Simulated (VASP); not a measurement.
## Os: relaxation of cell and atoms with PBEsol

Crystal: Os.

```
Os
1.0
     0.00000    1.91293    1.91293
     1.91293    0.00000    1.91293
     1.91293    1.91293    0.00000
Os
1
Direct
  0.00000 0.00000 0.00000
```

This isn't the form of Os at room conditions, which is hcp.

* Program: VASP 6.6.1
* Task: relaxation of cell and atoms
* Functional: PBEsol
* Potentials or basis: VASP PAW PBE potentials, release 64 (Os)
* Cutoff: 300 eV
* k mesh: 18 × 18 × 18
* Occupations: gaussian, width 0.1 eV
* Spin: no spin polarisation
* Further INCAR settings: ALGO = Normal; EDIFF = 1e-07; IBRION = 2; EDIFFG = -0.005; NSW = 90; ISIF = 3

```yaml
Relaxed_volume: 13.91 Å³/atom
Relaxed_cell: a = 2.699 Å, b = 2.699 Å, c = 2.699 Å, α = 60.00°, β = 60.00°, γ = 60.00°
Space_group_after_relaxing_to_0.05_Å: Fm-3m (No. 225)
Energy_gained_by_relaxing: 0.9 meV/atom
Ionic_steps: 3
Pressure_after_relaxing: 0.0 GPa
Band_gap_on_the_k_mesh: none (metal or under the smearing width)
```

The path:
| step | energy change (eV) | largest force (eV/Å) | pressure (GPa) | volume (Å³) |
| --- | --- | --- | --- | --- |
| 1 | 0.0000 | 0.0000 | -2.99 | 14.00 |
| 2 | 0.0183 | 0.0000 | 14.92 | 13.48 |
| 3 | -0.0009 | 0.0000 | -0.03 | 13.91 |

Final structure:
```cif
data_structure
_symmetry_space_group_name_H-M 'P 1'
_symmetry_Int_Tables_number 1
_cell_length_a 2.6992
_cell_length_b 2.6992
_cell_length_c 2.6992
_cell_angle_alpha 60.000
_cell_angle_beta 60.000
_cell_angle_gamma 60.000
_cell_volume 13.91
loop_
_atom_site_label
_atom_site_type_symbol
_atom_site_fract_x
_atom_site_fract_y
_atom_site_fract_z
_atom_site_occupancy
Os1 Os 0.00000 0.00000 0.00000 1
```

Levels at points of the mesh, in eV from the Fermi level:
```tsv
k point	band 2	band 3	band 4	band 5	band 6	band 7
(0.00, 0.00, 0.00)	-3.00	-3.00	-3.00	0.10	0.10	14.32
(0.50, 0.00, 0.00)	-3.16	-3.16	-0.21	2.54	2.54	9.12
(0.50, 0.50, 0.00)	-6.92	2.40	2.51	3.24	3.24	12.35
```

It took 14 s on 1 thread of Intel(R) Xeon(R) Platinum 8488C (Sapphire Rapids), on a shared host, peak memory 0.12 GiB.

Caveat: the PAW data sets were made with another functional, which shifts forces and pressure a little. Spin-orbit coupling is left out, which matters for the levels of Os.
